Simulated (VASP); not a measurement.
# Al (P-1) in VASP: reference runs

Reference runs on Al: the cell as given.

Program: VASP 6.6.1. These are calculated values, not measurements. Logs are shortened: lines on timing, memory, paths and dates and some standing lists are left out, and cuts for length are marked.

### 1 The cell of the first run

The typed cell holds 2 atoms: a = 3.182 Å, b = 3.182 Å, c = 3.182 Å, α = 90.00°, β = 90.00°, γ = 90.00°.

This isn't the form of Al at room conditions, which is fcc.

### 2 Single point, PBE (a zone-boundary wave of random shape, sigma 0.4 Å)

Input file INCAR:

```
SYSTEM = Al
  PREC = Accurate
  ENCUT = 520
  EDIFF = 1E-7
  ISMEAR = -1
  SIGMA = 0.05
  LREAL = .FALSE.
  LASPH = .TRUE.
  NELM = 100
  ALGO = Normal
  ISIF = 2
  LWAVE = .FALSE.
  LCHARG = .FALSE.
  GGA = PE
  NBANDS = 10
```

Input file KPOINTS:

```
regular mesh
0
G
  8 8 8
  0 0 0
```

Input file POSCAR:

```
Al
1.0
    0.0000000000     -3.1824373800      0.0000000000
   -3.1824373800      0.0000000000      0.0000000000
    0.0000000000      0.0000000000     -3.1824373800
Al
2
Direct
    0.6754911700      0.5651724500      0.5358184800
    0.8245088300      0.9348275500      0.9641815200
```

Potentials or basis: VASP PAW PBE potentials, release 64 (Al).

The run is started by

```console
$ cat potpaw_PBE.64/Al/POTCAR > POTCAR
$ mpirun -np 1 vasp_std > vasp.out
```

OUTCAR:

```text
SYSTEM = Al
   PREC = Accurate
   ENCUT = 520
   EDIFF = 1E-7
   ISMEAR = -1
   LREAL = .FALSE.
   LASPH = .TRUE.
   NELM = 100
   ISIF = 2
   GGA = PE

 ion  position               nearest neighbor table
   1  0.675  0.565  0.536-   2 1.86   2 2.22   2 2.47   2 2.75   2 3.25
   2  0.825  0.935  0.964-   1 1.86   1 2.22   1 2.47   1 2.75   1 3.25

  LATTYP: Found a simple cubic cell.
 ALAT       =     3.1824373800

  Lattice vectors:

 A1 = (   0.0000000000,  -3.1824373800,   0.0000000000)
 A2 = (  -3.1824373800,   0.0000000000,   0.0000000000)
 A3 = (   0.0000000000,   0.0000000000,  -3.1824373800)

Analysis of symmetry for initial positions (statically):
=====================================================================
 Subroutine PRICEL returns:
 Original cell was already a primitive cell.

 Routine SETGRP: Setting up the symmetry group for a
 simple cubic supercell.

 Subroutine GETGRP returns: Found  2 space group operations
 (whereof  1 operations were pure point group operations)
 out of a pool of 48 trial point group operations.

The static configuration has the point symmetry C_1 .
 The point group associated with its full space group is S_2 .

Analysis of symmetry for dynamics (positions and initial velocities):
=====================================================================
 Subroutine PRICEL returns:
 Original cell was already a primitive cell.

 Routine SETGRP: Setting up the symmetry group for a
 simple cubic supercell.

 Subroutine GETGRP returns: Found  2 space group operations
 (whereof  1 operations were pure point group operations)
 out of a pool of 48 trial point group operations.

The dynamic configuration has the point symmetry C_1 .
 The point group associated with its full space group is S_2 .

 Subroutine INISYM returns: Found  2 space group operations
 (whereof  1 operations are pure point group operations),
 and found     1 'primitive' translations

----------------------------------------------------------------------------------------

                                     Primitive cell

  volume of cell :      32.2314

  direct lattice vectors                    reciprocal lattice vectors
     0.000000000 -3.182437380  0.000000000     0.000000000 -0.314224565  0.000000000
    -3.182437380  0.000000000  0.000000000    -0.314224565  0.000000000  0.000000000
     0.000000000  0.000000000 -3.182437380     0.000000000  0.000000000 -0.314224565

  length of vectors
     3.182437380  3.182437380  3.182437380     0.314224565  0.314224565  0.314224565

  position of ions in fractional coordinates (direct lattice)
     0.675491170  0.565172450  0.535818480
     0.824508830  0.934827550  0.964181520

  ion indices of the primitive-cell ions
   primitive index   ion index
                 1           1
                 2           2

----------------------------------------------------------------------------------------

 KPOINTS: regular mesh

Automatic generation of k-mesh.
 Grid dimensions read from file:
 generate k-points for:    8    8    8

 Generating k-lattice:

  Cartesian coordinates                     Fractional coordinates (reciprocal lattice)
     0.000000000 -0.039278071  0.000000000     0.125000000  0.000000000  0.000000000
    -0.039278071  0.000000000  0.000000000     0.000000000  0.125000000  0.000000000
     0.000000000  0.000000000 -0.039278071     0.000000000  0.000000000  0.125000000

  Length of vectors
     0.039278071  0.039278071  0.039278071

  Shift w.r.t. Gamma in fractional coordinates (k-lattice)
     0.000000000  0.000000000  0.000000000

 Subroutine IBZKPT returns following result:
 ===========================================

 Found    260 irreducible k-points:

 Following reciprocal coordinates:
            Coordinates               Weight
  0.000000  0.000000  0.000000      1.000000
  0.125000  0.000000  0.000000      2.000000
  0.000000  0.125000  0.000000      2.000000
  0.000000  0.000000  0.125000      2.000000
  0.250000  0.000000  0.000000      2.000000
  0.000000  0.250000  0.000000      2.000000
[... 16 lines left out ...]
 -0.125000  0.250000  0.000000      2.000000
 -0.250000  0.000000  0.125000      2.000000
 [... further k-points ...]
   k-points           NKPTS =    260   k-points in BZ     NKDIM =    260   number of bands    NBANDS=     10
   number of dos      NEDOS =    301   number of ions     NIONS =      2
   total plane-waves  NPLWV =  13824
   dimension x,y,z NGX =    24 NGY =   24 NGZ =   24
   dimension x,y,z NGXF=    48 NGYF=   48 NGZF=   48
   ions per type =               2
   NGX,Y,Z   is equivalent  to a cutoff of  12.54, 12.54, 12.54 a.u.
   NGXF,Y,Z  is equivalent  to a cutoff of  25.07, 25.07, 25.07 a.u.
 SYSTEM =  Al
   PREC   = accura    normal or accurate (medium, high low for compatibility)
   ISTART =      0    job   : 0-new  1-cont  2-samecut
   ICHARG =      2    charge: 1-file 2-atom 10-const
   ISPIN  =      1    spin polarized calculation?
   LNONCOLLINEAR =      F non collinear calculations
   LSORBIT =      F    spin-orbit coupling
   LASPH  =      T    aspherical Exc in radial PAW
   ENCUT  =  520.0 eV  38.22 Ry    6.18 a.u.   5.92  5.92  5.92*2*pi/ulx,y,z
   NELM   =    100;   NELMIN=  2; NELMDL= -5     # of ELM steps
   EDIFF  = 0.1E-06   stopping-criterion for ELM
   LREAL  =      F    real-space projection
   EDIFFG = 0.1E-05   stopping-criterion for IOM
   NSW    =      0    number of steps for IOM
   IBRION =     -1    ionic relax: 0-MD 1-quasi-New 2-CG
   NFREE  =      0    steps in history (QN), initial steepest desc. (CG)
   ISIF   =      2    stress and relaxation
   ISYM   =      2    0-nonsym 1-usesym 2-fastsym
   POTIM  = 0.5000    time-step for ionic-motion
   TEBEG  =    0.0;   TEEND  =   0.0 temperature during run
   PSTRESS=    0.0 pullay stress
   NELECT =       6.0000    total number of electrons
   NUPDOWN=      -1.0000    fix difference up-down
   EMIN   =  10.00;   EMAX   =-10.00  energy-range for DOS
   EFERMI =   0.00;   METHOD = LEGACY
   ISMEAR =    -1;   SIGMA  =   0.05  broadening in eV -4-tet -1-fermi 0-gaus
   EFERMI_NEDOS =   21; number of points for ismear=-14 and -15
   IALGO  =     38    algorithm
   IMIX   =      4    mixing-type and parameters
     AMIX     =   0.40;   BMIX     =  1.00
     AMIX_MAG =   1.60;   BMIX_MAG =  1.00
  volume/ion in A,a.u.               =      16.12       108.75
  Fermi-wavevector in a.u.,A,eV,Ry     =   0.934757  1.766435 11.888371  0.873771
  Thomas-Fermi vector in A             =   2.061595
   LORBIT       =      0    0 simple, 1 ext, 2 COOP (PROOUT), +10 PAW based schemes
   GGA     = PE    functional components
   LHFCALC =     F    Hartree Fock is set to
   AEXX    =    0.0000 exact exchange contribution
   IVDW    =     0    specifies the selected vdW correction
   LEPSILON=     F    determine dielectric tensor
   LRPA    =     F    only Hartree local field effects (RPA)
 non-spin polarized calculation
  energy-cutoff  :      520.00
  volume of cell :       32.23
 maximum number of plane-waves:       912
   NGX = 11   NGY = 11   NGZ = 11

 number of electron       6.0000000 magnetization

 Free energy of the ion-electron system (eV)
  ---------------------------------------------------
  ext. energy  EPLUGINS =         0.00000000
  ---------------------------------------------------
  free energy    TOTEN  =        -2.78183445 eV

  energy without entropy =       -2.77247805  energy(sigma->0) =       -2.77715625

 E-fermi :   7.8931     XC(G=0): -10.0960

 val. band max:        7.8825791203   @ k =  -0.3750   0.3750   0.2500
 cond. band min:       7.8940192669   @ k =   0.2500   0.3750   0.2500
 fundamental gap:      0.0114401466
 Fermi energy:         7.8930772235

 k-point     1 :       0.0000    0.0000    0.0000
  band No.  band energies     occupation
      1      -3.4134      2.00000
      2       9.2447      0.00000
      3       9.6858      0.00000
      4       9.8848      0.00000
      5      10.0713      0.00000
      6      11.3780      0.00000
      7      12.9689      0.00000
      8      20.1462      0.00000
      9      21.5612      0.00000
     10      22.2977      0.00000

 k-point     2 :       0.1250    0.0000    0.0000
  band No.  band energies     occupation
      1      -3.2095      2.00000
      2       7.6457      1.98589
      3       9.4031      0.00000
      4       9.8541      0.00000
      5      10.0392      0.00000
      6      12.9628      0.00000
      7      14.3060      0.00000
      8      19.6597      0.00000
      9      20.4662      0.00000
     10      20.5965      0.00000

 k-point     3 :       0.0000    0.1250    0.0000
  band No.  band energies     occupation
      1      -3.1905      2.00000
      2       7.1048      2.00000
      3       9.4158      0.00000
      4      10.2415      0.00000
      5      11.5124      0.00000
      6      11.5997      0.00000
      7      14.3106      0.00000
      8      18.6583      0.00000
      9      20.1714      0.00000
     10      21.7956      0.00000

 k-point     4 :       0.0000    0.0000    0.1250
  band No.  band energies     occupation
      1      -3.1876      2.00000
      2       6.9627      2.00000
      3       9.8688      0.00000
      4      10.2611      0.00000
      5      11.2251      0.00000
      6      11.5632      0.00000
      7      14.2636      0.00000
      8      18.9129      0.00000
      9      19.8373      0.00000
     10      22.0276      0.00000
[... 222 lines left out ...]
 k-point    22 :       0.1250    0.0000    0.2500
  band No.  band energies     occupation
      1      -2.3125      2.00000
      2       4.5866      2.00000
      3       8.4929      0.00001
      4      10.5675      0.00000
      5      11.9867      0.00000
      6      14.6957      0.00000
      7      15.4107      0.00000
      8      16.4160      0.00000
      9      18.2869      0.00000
     10      20.2974      0.00000

 k-point    23 :      -0.1250    0.2500    0.0000
  band No.  band energies     occupation
      1      -2.3262      2.00000
      2       4.6911      2.00000
      3       8.4155      0.00006
      4      10.0699      0.00000
      5      12.3853      0.00000
      6      14.7171      0.00000
      7      15.7478      0.00000
      8      16.4682      0.00000
      9      17.7898      0.00000
     10      20.5600      0.00000

 k-point    24 :      -0.2500    0.0000    0.1250
  band No.  band energies     occupation
      1      -2.3938      2.00000
      2       5.2487      2.00000
      3       7.6238      1.99087
      4      10.4840      0.00000
      5      11.7665      0.00000
      6      14.5552      0.00000
      7      15.8744      0.00000
      8      17.9490      0.00000
      9      18.3536      0.00000
     10      19.2942      0.00000

 [... further k-points ...]

------------------------ aborting loop because EDIFF is reached ----------------------------------------

  FORCE on cell =-STRESS in cart. coord.  units (eV):
  Direction    XX          YY          ZZ          XY          YZ          ZX
  --------------------------------------------------------------------------------------
  -------------------------------------------------------------------------------------
  Total       12.7919882     -0.0615496     17.8958831      4.4998807      3.3902056      6.2552211
  in kB      635.8710213     -3.0595387    889.5781682    223.6824884    168.5221592    310.9378877
  external PRESSURE =     507.4632169 kB  Pullay stress =       0.0000000 kB

 VOLUME and BASIS-vectors are now :
 -----------------------------------------------------------------------------
  energy-cutoff  :      520.00
  volume of cell :       32.23
      direct lattice vectors                 reciprocal lattice vectors
     0.000000000 -3.182437380  0.000000000     0.000000000 -0.314224565  0.000000000
    -3.182437380  0.000000000  0.000000000    -0.314224565  0.000000000  0.000000000
     0.000000000  0.000000000 -3.182437380     0.000000000  0.000000000 -0.314224565

 POSITION                                       TOTAL-FORCE (eV/Angst)
 -----------------------------------------------------------------------------------
     -1.79863     -2.14971     -1.70521         8.687033      4.751280      6.656372
     -2.97503     -2.62395     -3.06845        -8.687033     -4.751280     -6.656372
 -----------------------------------------------------------------------------------
    total drift:                                0.000000      0.000000     -0.000000

  FREE ENERGIE OF THE ION-ELECTRON SYSTEM (eV)
  ---------------------------------------------------
  free  energy   TOTEN  =        -2.7818344470 eV

  energy  without entropy=       -2.7724780493  energy(sigma->0) =       -2.77715625
```

It took 31 s on 1 thread of Intel Xeon Platinum 8488C (Sapphire Rapids), shared host; peak memory 0.18 GiB.

Results:

```
Free energy            : -2.7818 eV
Pressure               : 50.7 GPa
Largest force          : 11.931 eV/Å
Band gap on the k mesh : none (metal or under the smearing width)
```

Forces in eV/Å, atoms in the order of the input:
```
Al   8.687  4.751  6.656
Al  -8.687 -4.751 -6.656
```

Stress tensor (GPa, compression positive):
```
63.59 22.37 31.09
22.37 -0.31 16.85
31.09 16.85 88.96
```

Levels at points of the mesh, in eV from the Fermi level:
```csv
k point,band 1,band 2,band 3,band 4,band 5,band 6,band 7,band 8
"(0.00, 0.00, 0.00)",-11.31,1.35,1.79,1.99,2.18,3.48,5.08,12.25
"(0.50, 0.00, 0.00)",-9.05,-5.95,2.86,3.34,3.38,7.09,7.51,7.67
"(0.00, 0.50, 0.00)",-8.34,-7.06,3.29,4.37,5.21,5.52,6.16,6.68
"(0.00, 0.00, 0.50)",-8.09,-7.38,4.10,4.69,5.15,5.35,6.06,6.15
"(0.50, 0.50, 0.00)",-6.11,-4.98,-3.23,-1.55,4.60,7.21,9.19,9.74
"(0.00, 0.50, 0.50)",-5.31,-4.82,-3.67,-3.00,7.12,8.15,8.90,9.63
"(0.50, 0.00, 0.50)",-5.88,-5.27,-2.93,-1.97,5.55,6.96,8.95,9.82
"(0.50, 0.50, 0.50)",-3.36,-3.13,-1.31,-0.60,-0.09,0.78,1.68,2.52
```

Caveat: a pressure of tens of GPa on the cell as given is suspect, and the run, the potentials or the cell itself is likely at fault; forces of over 1 eV/Å show positions far from the minimum, so gaps and moduli don't describe the material at rest.
